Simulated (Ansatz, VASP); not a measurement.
# Cross-check of InP between VASP and Ansatz

Wanted: the spread between two codes on one cell, functional and k mesh. The structure shown is the end of the Ansatz relaxation below.

Calculated with Ansatz 0.2.0; plane waves, with VASP 6.6.1 beside it; single point at LDA.

## 1. Starting point

The structure is tetragonal, space group I-4m2 (No. 119). The conventional cell has a = 3.997 Å, b = 3.997 Å, c = 6.019 Å, α = 90.00°, β = 90.00°, γ = 90.00°. Nearest to P lie 4 In at 2.50 Å. Nearest to In lie 4 P at 2.50 Å. Farther neighbours are not listed.

## 2. Ansatz: relaxation, LDA

Ansatz runs on its PAW soft_1 files.

This run makes the geometry at which the two programs are then compared.

The input, input.yaml:

```yaml
crystal:
  lattice:
    - [0.0, 2.8260859102, 2.9781277333]
    - [2.8260859102, 0.0, 2.9781277333]
    - [2.8260859102, 2.8260859102, 0.0]
  atoms:
    - { symbol: P, position: [0.75, 0.75, 0.75] }
    - { symbol: In, position: [0.0, 0.0, 0.0] }
  conventional_axes: [[-1, 1, 1], [1, -1, 1], [1, 1, -1]]
kpoints:
  mp_grid: { grid: [20, 20, 20] }
hamiltonian:
  xc: lda
  pseudopotentials: { kind: paw, azcp: { folder: soft_1 }, xc_functional: pbe }
scf:
  occupations: { method: gaussian, width: 0.02 }
output:
  forces: true
  stress: true
  eigenvalues: true
relax:
  adjacent_minimum: "off"
  f_tol: 0.001
  max_steps: 60
  cell: { stress_tol: 0.01, fix: [a, b, gamma] }
```

Launch:

```bash
> ansatz run input.yaml --threads 4 --pin off --max-ram 10240MiB --backend cpu --events-out ev --progress --plain --runs-dir out
```

Numbers of over 12 decimals in the logs are rounded to 6 here.

The log of the run:

```text
Engine: ansatz 0.2.0, aarch64-unknown-linux-gnu
Pseudopotentials: kind: paw
Pseudopotential: P, paw, valence charge 5, recommended cutoff 420 eV (normal), soft_1/P.paw.azcp
Pseudopotential: In, paw, valence charge 13, recommended cutoff 420 eV (normal), soft_1/In.paw.azcp
Functional definition: SPW92
  exchange = slater_x
  correlation = pw_c
Crystal: 2 atoms, lattice volume = 47.571 Å³
Basis set: ecut = 420 eV, 909 PW (Γ)
Bands: 13, of which v1, the nominal top of the filled ones, is band 9 counted from 1 (8 counted from 0)
Symmetry: 8 space group operations
Space group: I-4m2 (ITA 119), of the structure as read, at distance tolerance 3.6e-5 Å
k-points: 641 of 8000 (time reversal used)
Non-local potential: P, projectors of the file, l = 0: 2, l = 1: 2, l = 2: 1
Non-local potential: In, projectors of the file, l = 0: 2, l = 1: 2, l = 2: 2, l = 3: 1
PAW form: soft (Blöchl's): semilocal exchange-correlation on the pseudo side does not see the compensation charge
PAW frozen core: P, regenerated for the run's functional, and the local potential with it (the file was generated under x = pbe(κ = 0.804, μ = 0.219515), c = pbe(β = 0.066725))
PAW frozen core: In, regenerated for the run's functional, and the local potential with it (the file was generated under x = pbe(κ = 0.804, μ = 0.219515), c = pbe(β = 0.066725))
PAW one-centre angular grid: P, 110 points (default); XC on 64 Gauss nodes
PAW one-centre angular grid: In, 590 points (default); XC on 64 Gauss nodes
Initial density: superposition of atomic densities (chi_scale 0.1, normalization cell, long waves kept (reshape's long-wave potential 0.00 eV rms))
Initial wavefunctions: pseudopotential atomic-orbital guess
Functional: x = slater, c = lda
SCF iter   1: F=—  HF=-6183.853257 eV  |F-HF|=—  |Δ(HF+E_count)|=         —  Δρ=3.47e-2  dr2=8.40e-1  ethr=3.10e-3  ⟨swp⟩=6.4  Hψ=57644  notcnv=0
preconditioner: auto → none  [insulator: Δε(μ)=1.015 eV  Ē_g=14.599 eV  σ=0.020 eV  W_gap=1.00  n_scr=14 (ndim 8)  ℏωp=22.8 eV  f_vac=0.000  D(μ)=0.00/eV (n_scr^D=0)  ε∞_Penn≈3.4]
SCF iter   2: F=—  HF=-6183.597340 eV  |F-HF|=—  |Δ(HF+E_count)|=   2.56e-1  Δρ=1.57e-2  dr2=8.99e-2  ethr=3.10e-3  ⟨swp⟩=3.6  Hψ=22288  notcnv=0
SCF iter   3: F=—  HF=-6183.577714 eV  |F-HF|=—  |Δ(HF+E_count)|=   1.96e-2  Δρ=5.96e-3  dr2=1.19e-2  ethr=4.99e-4  ⟨swp⟩=2.8  Hψ=14670  notcnv=0
SCF iter   4: F=—  HF=-6183.575266 eV  |F-HF|=—  |Δ(HF+E_count)|=   2.45e-3  Δρ=7.93e-4  dr2=1.53e-4  ethr=6.59e-5  ⟨swp⟩=3.4  Hψ=17041  notcnv=0
SCF iter   5: F=—  HF=-6183.575230 eV  |F-HF|=—  |Δ(HF+E_count)|=   3.62e-5  Δρ=1.42e-4  dr2=5.95e-6  ethr=8.49e-7  ⟨swp⟩=2.0  Hψ=14409  notcnv=0
SCF iter   6: F=—  HF=-6183.575227 eV  |F-HF|=—  |Δ(HF+E_count)|=   2.56e-6  Δρ=1.97e-5  dr2=1.70e-7  ethr=3.30e-8  ⟨swp⟩=3.0  Hψ=15269  notcnv=0
SCF iter   7: F=-6183.575227 eV  HF=-6183.575227 eV  |F-HF|=1.82e-9  |Δ(HF+E_count)|=   2.70e-8  Δρ=1.63e-6  dr2=2.23e-9  ethr=5.56e-10  ⟨swp⟩=7.0  Hψ=43122  notcnv=0
SCF 1 converged in 7 iterations: F = -6183.575227 eV  dr2 = 2.23e-9
  greatest PAW one-centre occupation: 0.982 electrons in one spin orbital (limit 2), on the In atom at site 1 (counted from 0), in its partial waves of l = 2
relax step   1: F+E_penalty+E_count = -6183.57522732 eV  Δ(F+E_penalty+E_count) = +0.000e0 eV  max|allowed force component| = 1.943e-16 eV/Å  Δτ_max = 0.0000 Å  P = +2.950 GPa  Ω = 47.571 Å³  fix = [a, b, gamma]  reactions: a +3.778, b +3.778 GPa  (7 SCF iters, dr2 threshold 1.00e-7 eV, accepted)
[...]
relax step   2: F+E_penalty+E_count = -6183.57719488 eV  Δ(F+E_penalty+E_count) = -1.968e-3 eV  max|allowed force component| = 1.110e-16 eV/Å  Δτ_max = 0.0000 Å  P = +2.035 GPa  Ω = 48.081 Å³  energy of the carried Pulay correction = -5.519e-5 eV  fix = [a, b, gamma]  reactions: a +3.062, b +3.062 GPa  (4 SCF iters, dr2 threshold 2.00e-7 eV, accepted)
[...]
relax step   3: F+E_penalty+E_count = -6183.57719611 eV  Δ(F+E_penalty+E_count) = -1.228e-6 eV  max|allowed force component| = 7.633e-17 eV/Å  Δτ_max = 0.0000 Å  P = +2.048 GPa  Ω = 48.074 Å³  energy of the carried Pulay correction = -5.439e-5 eV  fix = [a, b, gamma]  reactions: a +3.072, b +3.072 GPa  (4 SCF iters, dr2 threshold 9.16e-10 eV, accepted)
[...]
relax step   4: F+E_penalty+E_count = -6183.57725325 eV  Δ(F+E_penalty+E_count) = -5.714e-5 eV  max|allowed force component| = 7.633e-17 eV/Å  Δτ_max = 0.0000 Å  P = +2.049 GPa  Ω = 48.074 Å³  fix = [a, b, gamma]  reactions: a +3.073, b +3.073 GPa  stress off target by 2.37e-3 GPa on what of the cell is left free  SCF on the basis re-selected at this cell (its energy is not comparable with the rows above)  (6 SCF iters)
basis re-selected at this cell: Δ(F+E_penalty+E_count) = -5.714e-5 eV, ΔP = +0.001 GPa vs the last step (what re-selecting the basis moved, of the pressure what is left beyond the Pulay correction that the steps carried, after the strain that the cell walked since its last selection, with what the two solves' SCF thresholds leave and, on support functions, any second-order correction that the steps lacked; it is no m [...]
SCF converged after 6 iterations
Free energy (F): -6183.577253 eV
Harris-Foulkes:  -6183.577253 eV  (|F-HF|=9.09e-13)
Internal energy: -6183.577253 eV  (E = F + TS)
E sigma→0 (E₀):  -6183.577253 eV
Fermi energy:    7.784717 eV
--- Per-component energies (eV) ---
  E_band       = -47.718673
  E_kinetic    = 290.144477
  E_local      = -1306.917619  (includes V_loc(G=0)·N_el)
  E_nonlocal   = 364.049756
  E_hartree    = 522.648229
  E_xc         = -214.577358
  E_vxc        = -152.329189  (∫ρ·V_xc dr)
  E_paw        = -4599.292621  (= ΣΔE_a)
  E_vpaw       = -287.962642  (= ΣTr[D̂ρ^β])
  E_aug_tail   = 0.000080  (compensation charges beyond the density's cutoff)
  E_ewald      = -1240.034084
  E_core_change = 0.401886  (= ΣΔE_core)
  E_smearing   = -0.000000  (= −TS)
  E_closure    = 0.000000  (closes the sum)
  Σ components = -6183.577253   (vs F -6183.577253, Δ=0.00e0)
--- Forces (eV/Å), atoms counted from 1 ---
  atom   1  P      0.00000000     0.00000000    -0.00000000
  atom   2  In    -0.00000000    -0.00000000     0.00000000
  max |Σ_I F_I| component: 2.78e-17 eV/Å
--- Stress (GPa, compression-positive) ---
        3.073004      -0.000000      -0.000000
       -0.000000       3.073004       0.000000
       -0.000000       0.000000       0.002365
  P = ⅓ Tr σ = 2.0495 GPa (20.495 kbar)
--- Band table (eV; the first three rows and the last of 641) ---
  k-point 0: bands = [... 5 lower, -4.4983, 7.1404, 7.4865, 7.4865, 8.0825, 11.3208, 11.3208, 11.4167]
  k-point 1: bands = [... 5 lower, -4.4670, 6.8546, 7.2662, 7.4535, 8.4496, 11.3053, 11.3767, 11.4862]
  k-point 2: bands = [... 5 lower, -4.3739, 6.1454, 7.1191, 7.3625, 8.8781, 11.3343, 11.5310, 11.6608]
  k-point 640: bands = [... 5 lower, -2.0349, 1.0266, 5.1191, 5.1191, 9.1616, 9.8745, 16.2081, 17.1266]
--- Relaxed structure (3 steps of the walk, 3 accepted, 1 SCFs on fresh bases) ---
  F+E_penalty+E_count = -6183.57725325 eV   max|allowed force component| = 7.633e-17 eV/Å   (the final SCF, on the basis selected at the relaxed cell)
  cell:  # Å, volume = 48.0740 Å³
    - [-8.736141291974795e-19, 2.8260859102, 3.009603]
    - [2.8260859102, 0, 3.009603]
    - [2.8260859102, 2.8260859102, -8.290136631382442e-19]
  atoms:
    - { symbol: P, position: [0.75, 0.75, 0.750000] }
    - { symbol: In, position: [0, 0, 0] }
```

## 3. VASP: single point, LDA, pair 1

The same cell, functional (in two slightly different forms), mesh and smearing now go to VASP, with its own data sets.

Lines of VASP's logs that name or quote its potential files are left out, and so is its time.

The input, INCAR:

```
SYSTEM = InP
PREC = Accurate
ENCUT = 500
EDIFF = 1E-06
NELM = 120
ISMEAR = 0
SIGMA = 0.02
LREAL = .FALSE.
ALGO = Normal
GGA = CA
NBANDS = 15
LORBIT = 11
LWAVE = .FALSE.
LCHARG = .FALSE.
ISIF = 2
LASPH = .TRUE.
GGA_COMPAT = .FALSE.
EFERMI = MIDGAP
KPAR = 2
```

The input, POSCAR:

```
InP
1.0
    0.0000000000      2.8260859102      3.0096029994
    2.8260859102      0.0000000000      3.0096029994
    2.8260859102      2.8260859102      0.0000000000
P In
1 1
Direct
    0.7500000000      0.7500000000      0.7500000000
    0.0000000000      0.0000000000      0.0000000000
```

The input, KPOINTS:

```
Automatic mesh
0
Gamma
20 20 20
0 0 0
```

PAW data sets: P and In_d (LDA family, release 64).

Launch:

```bash
> mpirun -np 2 vasp_std
```

The log of the run:

```text
[banner, memory and clock lines left out]
running    2 mpi-ranks, on    1 nodes
 distrk:  each k-point on    1 cores,    2 groups
 distr:  one band on    1 cores,    1 groups

 POSCAR found type information on POSCAR P In
 POSCAR found :  2 types and       2 ions
 LDA part: xc-table for (Slater(with rela. corr.)+CA(PZ))
 , standard interpolation
 POSCAR, INCAR and KPOINTS ok, starting setup
 FFT: planning ... GRIDC
 FFT: planning ... GRID_SOFT
 FFT: planning ... GRID
 WAVECAR not read
 entering main loop
       N       E                     dE             d eps       ncg     rms          rms(c)
DAV:   1     0.111033136853E+03    0.11103E+03   -0.83414E+03 19367   0.132E+03
DAV:   2    -0.253596472663E+01   -0.11357E+03   -0.10909E+03 20987   0.308E+02
DAV:   3    -0.990125576263E+01   -0.73653E+01   -0.73267E+01 25040   0.791E+01
DAV:   4    -0.100974149108E+02   -0.19616E+00   -0.19608E+00 24422   0.139E+01
DAV:   5    -0.101068915079E+02   -0.94766E-02   -0.94764E-02 29068   0.265E+00    0.625E+00
DAV:   6    -0.969812988349E+01    0.40876E+00   -0.62532E-01 31072   0.142E+01    0.373E+00
DAV:   7    -0.965191995819E+01    0.46210E-01   -0.16415E-01 27737   0.355E+00    0.122E+00
DAV:   8    -0.964668240930E+01    0.52375E-02   -0.15278E-02 25312   0.153E+00    0.445E-01
DAV:   9    -0.964640609455E+01    0.27631E-03   -0.12043E-03 26694   0.410E-01    0.198E-01
DAV:  10    -0.964643515621E+01   -0.29062E-04   -0.17006E-04 30235   0.170E-01    0.120E-01
DAV:  11    -0.964643755110E+01   -0.23949E-05   -0.34212E-05 30602   0.946E-02    0.755E-02
DAV:  12    -0.964643510486E+01    0.24462E-05   -0.56347E-06 24403   0.213E-02    0.134E-02
DAV:  13    -0.964643507671E+01    0.28151E-07   -0.42703E-07 14298   0.392E-03
   1 F= -.96464351E+01 E0= -.96464351E+01  d E =-.865895-112
```

Parts of OUTCAR (step 3):

```text
ion  position               nearest neighbor table
   1  0.750  0.750  0.750-   2 2.50   2 2.50   2 2.50   2 2.50
   2  0.000  0.000  0.000-   1 2.50   1 2.50   1 2.50   1 2.50

  LATTYP: Found a body centered tetragonal cell.
 ALAT       =     3.9966890226
 C/A-ratio  =     1.5060481225

 Subroutine GETGRP returns: Found  8 space group operations
 (whereof  8 operations were pure point group operations)

The static configuration has the point symmetry D_2d.

 Found    641 irreducible k-points:

   k-points           NKPTS =    641   k-points in BZ     NKDIM =    641   number of bands    NBANDS=     15

   dimension x,y,z NGX =    30 NGY =   30 NGZ =   30
   dimension x,y,z NGXF=    60 NGYF=   60 NGZF=   60

   ENCUT  =  500.0 eV  36.75 Ry    6.06 a.u.   7.53  7.53  7.29*2*pi/ulx,y,z

   NELECT =      18.0000    total number of electrons

 k-points in reciprocal lattice and weights: Automatic mesh
   0.00000000  0.00000000  0.00000000       0.000
   0.05000000  0.00000000  0.00000000       0.001
   0.10000000  0.00000000  0.00000000       0.001
   0.15000000  0.00000000  0.00000000       0.001
   0.20000000  0.00000000  0.00000000       0.001
   0.25000000  0.00000000  0.00000000       0.001
   0.30000000  0.00000000  0.00000000       0.001
   0.35000000  0.00000000  0.00000000       0.001
   0.40000000  0.00000000  0.00000000       0.001
[...]
-0.30000000  0.20000000  0.50000000       0.001
  -0.25000000  0.25000000  0.50000000       0.000

 average (electrostatic) potential at core
       1 -83.5310       2 -94.7825

 E-fermi :   5.9538

 k-point     1 :       0.0000    0.0000    0.0000
  band No.  band energies     occupation
    ...
      5      -8.5864      2.00000
      6      -6.3327      2.00000
      7       5.2948      2.00000
      8       5.6404      2.00000
      9       5.6404      2.00000
     10       6.2673      0.00000
     11       9.4804      0.00000
     12       9.4804      0.00000
     13       9.5768      0.00000
     14      13.9429      0.00000
    ...

 k-point     2 :       0.0500    0.0000    0.0000
  band No.  band energies     occupation
    ...
      5      -8.5866      2.00000
      6      -6.3013      2.00000
      7       5.0149      2.00000
      8       5.4218      2.00000
      9       5.6074      2.00000
     10       6.6268      0.00000
     11       9.4650      0.00000
     12       9.5364      0.00000
     13       9.6465      0.00000
     14      14.0295      0.00000
    ...

 k-point     3 :       0.1000    0.0000    0.0000
  band No.  band energies     occupation
    ...
      5      -8.5873      2.00000
      6      -6.2082      2.00000
      7       4.3091      2.00000
      8       5.2736      2.00000
      9       5.5164      2.00000
     10       7.0531      0.00000
     11       9.4943      0.00000
     12       9.6911      0.00000
     13       9.8216      0.00000
     14      13.9350      0.00000
    ...

  Total        0.9294519      0.9294519      0.0099496      0.0000000      0.0000000      0.0000000
  in kB       30.9761587     30.9761587      0.3315922      0.0000000      0.0000000      0.0000000
  external PRESSURE =      20.7613032 kB  Pullay stress =       0.0000000 kB

  energy-cutoff  :      500.00
  volume of cell :       48.07
      direct lattice vectors                 reciprocal lattice vectors
     0.000000000  2.826085910  3.009602999    -0.176923142  0.176923142  0.166134869
     2.826085910  0.000000000  3.009602999     0.176923142 -0.176923142  0.166134869
     2.826085910  2.826085910  0.000000000     0.176923142  0.176923142 -0.166134869

 POSITION                                       TOTAL-FORCE (eV/Angst)
 -----------------------------------------------------------------------------------
      4.23913      4.23913      4.51440         0.000000      0.000000      0.000000
      0.00000      0.00000      0.00000        -0.000000     -0.000000      0.000000
 -----------------------------------------------------------------------------------
    total drift:                               -0.000000     -0.000000      0.000000

  FREE ENERGIE OF THE ION-ELECTRON SYSTEM (eV)
  ---------------------------------------------------
  free  energy   TOTEN  =        -9.6464350767 eV

  energy  without entropy=       -9.6464350767  energy(sigma->0) =       -9.64643508

 total charge
# of ion       s       p       d       tot
------------------------------------------
    1        1.033   1.509   0.000   2.542
    2        0.849   0.830   9.903  11.582
--------------------------------------------------
tot          1.882   2.339   9.903  14.124

[... 3 further parts left out ...]
```

The run ends at a pressure of 2.08 GPa.

## 4. Side by side

Known differences besides the potentials themselves: the two LDA forms differ slightly; the cutoff is 420 eV in Ansatz and 500 eV in VASP; VASP's log shows a relativistic correction to its local exchange, Ansatz's none; Ansatz's pressure holds a Pulay correction, VASP's none. Total energies have different zeros and are not compared.

Compared:

```csv
quantity,Ansatz,VASP,difference
pressure (GPa),2.05,2.08,-0.03
gap on the k mesh (eV),0.596,0.627,-0.031
```

A gap on the mesh is an upper bound, since the band edges may lie between its points.

## 5. Ansatz: relaxation, LDA

This run makes the geometry at which the two programs are then compared. The cell compared in this pair holds 49.88 Å³, against 48.07 Å³ for the pair before.

The structure compared here is the end of the Ansatz relaxation.

input.yaml, as its differences from that of step 2:

```diff
@@ -2,5 +2,5 @@
   lattice:
-    - [0.0, 2.8260859102, 2.9781277333]
-    - [2.8260859102, 0.0, 2.9781277333]
-    - [2.8260859102, 2.8260859102, 0.0]
+    - [0.0, 2.9426255354, 2.9134906291]
+    - [2.9426255354, 0.0, 2.9134906291]
+    - [2.9426255354, 2.9426255354, 0.0]
   atoms:
```

Launch:

```bash
> ansatz run input.yaml --threads 4 --pin off --max-ram 10240MiB --backend cpu --events-out ev --progress --plain --runs-dir out
```

The log of the run:

```text
[...]
Crystal: 2 atoms, lattice volume = 50.456 Å³
Basis set: ecut = 420 eV, 957 PW (Γ)
Bands: 13, of which v1, the nominal top of the filled ones, is band 9 counted from 1 (8 counted from 0)
Symmetry: 8 space group operations
[...]
k-points: 641 of 8000 (time reversal used)
[...]
k-point 640: bands = [... 5 lower, -2.2168, 1.0647, 4.4199, 4.4199, 8.3978, 8.8753, 16.0609, 16.3504]
--- Relaxed structure (3 steps of the walk, 3 accepted, 1 SCFs on fresh bases) ---
[...]
cell:  # Å, volume = 49.8847 Å³
    - [0, 2.9426255354, 2.880497]
    - [2.9426255354, 0, 2.880497]
    - [2.9426255354, 2.9426255354, 0]
  atoms:
    - { symbol: P, position: [0.75, 0.75, 0.75] }
    - { symbol: In, position: [0, 0, 0] }
[key lines of the parts left out:]
SCF converged after 7 iterations
Free energy (F): -6183.602068 eV
Fermi energy:    7.184172 eV
P = ⅓ Tr σ = -0.6050 GPa (-6.050 kbar)
```

## 6. VASP: single point, LDA, pair 2

The same cell, functional (in two slightly different forms), mesh and smearing now go to VASP, with its own data sets.

INCAR is that of step 3.

The input, POSCAR:

```
InP
1.0
    0.0000000000      2.9426255354      2.8804967511
    2.9426255354      0.0000000000      2.8804967511
    2.9426255354      2.9426255354      0.0000000000
P In
1 1
Direct
    0.7500000000      0.7500000000      0.7500000000
    0.0000000000      0.0000000000      0.0000000000
```

KPOINTS is that of step 3.

Launch:

```bash
> mpirun -np 2 vasp_std
```

The log of the run:

```text
[... set-up lines as in an earlier step ...]
 entering main loop
       N       E                     dE             d eps       ncg     rms          rms(c)
DAV:   1     0.110962481581E+03    0.11096E+03   -0.82999E+03 19343   0.131E+03
DAV:   2    -0.235272023829E+01   -0.11332E+03   -0.10875E+03 20868   0.306E+02
DAV:   3    -0.989750704247E+01   -0.75448E+01   -0.75029E+01 25047   0.797E+01
DAV:   4    -0.101007946372E+02   -0.20329E+00   -0.20320E+00 24248   0.142E+01
[...]
DAV:  11    -0.967218197943E+01   -0.38425E-05   -0.26788E-05 30518   0.810E-02    0.631E-02
DAV:  12    -0.967217974499E+01    0.22344E-05   -0.49514E-06 25138   0.222E-02    0.120E-02
DAV:  13    -0.967217971376E+01    0.31232E-07   -0.34078E-07 14886   0.352E-03
   1 F= -.96721797E+01 E0= -.96721797E+01  d E =-.552912E-71
```

[end of part 1 of 2]

[Lines on the potential files, build, host, timing and source positions are cut from VASP's logs without a mark.]

[Logs are printed without paths, hosts, clocks, repeated set-up lines and the standing remarks that a program may print on its own settings, such as how far it seeks lower states.]

[Hosts, paths, dates, database ids (printed as entryN), source tags and the programs' standing remarks are cut or masked in the printed files.]
